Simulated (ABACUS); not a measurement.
The system is Nb.

```
Nb
1.0
    -1.66395    1.66395    1.66395
     1.66395   -1.66395    1.66395
     1.66395    1.66395   -1.66395
Nb
1
Direct
  0.00000 0.00000 0.00000
```

| Quantity | Value |
| --- | --- |
| Program | ABACUS 3.10.1 |
| Task | single point |
| Functional | PBE |
| Potentials or basis | PseudoDojo NC SR 0.4.1 PBE standard |
| Cutoff | 1361 eV |
| Density cutoff | 5442 eV |
| Basis | DZP LCAO (the cutoffs set its grid) |
| k mesh | 11 × 11 × 11 |
| Occupations | fermi-dirac, width 0.05 eV |
| Spin | no spin polarisation |

On this cell: pressure -1.5 GPa; band gap on the k mesh none (metal or under the smearing width).

The same run follows on a disturbed copy (cell strained at random at fixed volume):

```
Nb
1.0
    -1.65481    1.66189    1.66310
     1.61189   -1.66978    1.62806
     1.70285    1.71781   -1.67098
Nb
1
Direct
  0.99711 0.99235 0.00528
```

Question: What does the disturbed cell give?

Answer: The energy (extrapolated to zero smearing) moves by +3.5 meV/atom; pressure -1.6 GPa; band gap on the k mesh none (metal or under the smearing width).

Stress tensor (GPa, compression positive):
```
-1.23 -0.72  0.44
-0.72 -3.08  0.19
 0.44  0.19 -0.58
```

Caveats: the atomic orbitals were generated for these runs and aren't a published set; the basis of atomic orbitals isn't converged, which shifts pressures, moduli and gaps.
